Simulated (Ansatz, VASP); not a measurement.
# Two plane-wave programs on BaS

INCAR

```
PREC = Accurate
ENCUT = 520
EDIFF = 1E-6
ISMEAR = 0
SIGMA = 0.05
LREAL = False
LASPH = True
NELM = 100
ALGO = Fast
ISIF = 2
LWAVE = False
LCHARG = False
GGA = PS
NBANDS = 15
```

File KPOINTS:

```
regular mesh
0
Gamma
  8 8 8
```

Contents of POSCAR:

```
BaS
1.0
    0.0000000000      3.1663007200      3.1663007200
    3.1663007200      0.0000000000      3.1663007200
    3.1663007200      3.1663007200      0.0000000000
Ba S
1 1
Direct
    0.0000000000      0.0000000000      0.0000000000
    0.5157912986      0.4526261043      0.4842087014
```

Input for Ansatz:

```yaml
crystal:
  lattice:
    - [0.0, 3.16630072, 3.16630072]
    - [3.16630072, 0.0, 3.16630072]
    - [3.16630072, 3.16630072, 0.0]
  atoms:
    - { symbol: Ba, position: [0.0, 0.0, 0.0] }
    - { symbol: S, position: [0.5157912986, 0.4526261043, 0.4842087014] }
basis:
  ecutwfc: 420
kpoints:
  mp_grid: { grid: [8, 8, 8] }
hamiltonian:
  xc: pbesol
scf:
  occupations: { method: gaussian, width: 0.05 }
output:
  forces: true
  stress: true
  eigenvalues: true
```

Alike in both runs: task single point; functional PBEsol; k mesh 8 × 8 × 8; occupations gaussian, width 0.05 eV; no spin polarisation.

|  | VASP | Ansatz |
| --- | --- | --- |
| version | VASP 6.6.1 | Ansatz 0.2.0 |
| potentials or method | VASP PAW PBE potentials, release 64 (Ba_sv, S) | scalar-relativistic, plane waves, PAW |
| plane-wave cutoff (eV) | 520 | 420 |
| valence electrons in the cell | 16 | 16 |

|  | VASP | Ansatz | Ansatz less VASP |
| --- | --- | --- | --- |
| gap on the k mesh at the Fermi level (eV) | 2.07 | 2.16 | +0.098 |
| least direct gap on the mesh (eV) | 2.12 | 2.19 | +0.067 |
| pressure (GPa) | 1.2 | 0.5 | -0.71 |
| largest component of the traceless stress (GPa) | 1.22 | 1.12 | -0.108 |
| rms of the force components (eV/Å) | 0.322 | 0.293 | -0.0290 |

Atom by atom the forces differ by 0.029 eV/Å (rms over components). The functional is the same, so the differences come from potentials, cutoffs and numerics.

Caveats: the PAW data sets were made with another functional, which shifts forces and pressure a little (VASP); spin-orbit coupling is left out, which moves the levels of the heavy elements. A k mesh can miss the band edges.
